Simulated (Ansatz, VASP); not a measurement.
HfN: VASP beside Ansatz

```
CELL_PARAMETERS angstrom
0.00000 2.38753 2.38753
2.38753 0.00000 2.38753
2.38753 2.38753 0.00000
ATOMIC_POSITIONS crystal
Hf 0.00000 0.00000 0.00000
N 0.75000 0.75000 0.75000
```

The cell comes from a database or a generator and needn't be the stable form of this composition.

Alike in both runs: task single point; functional LDA; k mesh 10 × 10 × 10; no spin polarisation.

|  | VASP | Ansatz |
| --- | --- | --- |
| version | VASP 6.6.1 | Ansatz 0.2.0 |
| potentials or method | VASP PAW LDA potentials, release 64 (Hf_pv, N) | plane waves, PAW |
| plane-wave cutoff (eV) | 520 | 500 |
| occupations | methfessel-paxton of order 1, width 0.1 eV | methfessel-paxton of order 1 |
| valence electrons in the cell | 15 | 31 |

|  | VASP | Ansatz | Ansatz less VASP |
| --- | --- | --- | --- |
| pressure (GPa) | 7.6 | 7.6 | +0.02 |

The two sets of potentials don't hold the same shells in valence.

The runs have no spin-orbit coupling, so splittings on Hf are missing.
